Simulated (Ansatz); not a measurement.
The system is ZrS.

```xyz
2
Lattice="0.0000 2.6250 2.6250 2.6250 0.0000 2.6250 2.6250 2.6250 0.0000" Properties=species:S:1:pos:R:3 pbc="T T T"
Zr    0.0000    0.0000    0.0000
S     2.6250    2.6250    2.6250
```

Base run:

- Program: Ansatz 0.2.0
- Functional: r2SCAN
- Potentials or basis: Ansatz PAW
- Cutoff: 500 eV (not typed: the program's choice for these potentials)
- k mesh: 9 × 9 × 9
- Occupations: fermi-dirac, width 0.05 eV
- Spin: no spin polarisation

Its results: band gap on the k mesh none (metal or under the smearing width); pressure -2.0 GPa.

The run is repeated on the same cell with these changes: functional from r2SCAN to PBEsol; cutoff from 500 eV (not typed: the program's choice for these potentials) to 420 eV (not typed: the program's choice for these potentials); k mesh from 9 × 9 × 9 to 8 × 8 × 8. What comes out?

Band gap on the k mesh none (metal or under the smearing width); pressure -6.5 GPa.

Several settings changed at once, so the effect can't be laid on one alone.

Caveats: the PAW data sets come from PBE, with cores solved anew for the run's functional, which leaves a small shift of forces and pressure.
